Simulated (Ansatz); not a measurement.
MoS2:

```
Mo S
1.0
     1.58000    0.91221    6.15000
    -1.58000    0.91221    6.15000
     0.00000   -1.82443    6.15000
Mo S
1 2
Direct
  0.00000 0.00000 0.00000
  0.41700 0.41700 0.41700
  0.25000 0.25000 0.25000
```

Measurements of this composition are mostly on another form, of space group No. 194.

```yaml
Program: Ansatz 0.2.0
Task: relaxation of cell and atoms
Functional: r2SCAN
Potentials_or_basis: Ansatz PAW
Cutoff: "500 eV (not typed: the program's choice for these potentials)"
k_mesh: 10 × 10 × 10
Occupations: fermi-dirac, width 0.05 eV
Spin: no spin polarisation
Hubbard_terms: Mo d U = 8 eV
```

At the start: volume 17.73 Å³/atom.

**Question.** Where does the relaxation end?

**Answer.** It ends after 7 steps and the volume is 20.13 Å³/atom (+13.6 %); space group R3m (No. 160, to 0.05 Å).

Step by step:
| step | energy change (eV) | largest force (eV/Å) | volume (Å³) |
| --- | --- | --- | --- |
| 1 | 0.0000 | 0.2905 | 53.18 |
| 2 | -0.1267 | 0.7017 | 59.70 |
| 3 | -0.1432 | 0.3732 | 60.11 |
| 4 | -0.1507 | 0.0166 | 60.03 |
| 5 | -0.1507 | 0.0032 | 60.20 |
| 6 | -0.1508 | 0.0011 | 60.39 |
| 7 | -0.1526 | 0.0011 | 60.39 |

Final structure:
```
CELL_PARAMETERS angstrom
1.65743 0.95692 6.34622
-1.65743 0.95692 6.34622
0.00000 -1.91384 6.34622
ATOMIC_POSITIONS crystal
Mo 0.00010 0.00010 0.00010
S 0.41290 0.41290 0.41290
S 0.25399 0.25399 0.25399
```

Caveat: the plane-wave basis is chosen anew once the cell has moved, so the energies of steps on either side of that aren't comparable; the PAW data sets come from PBE, with cores solved anew for the run's functional, which leaves a small shift of forces and pressure.
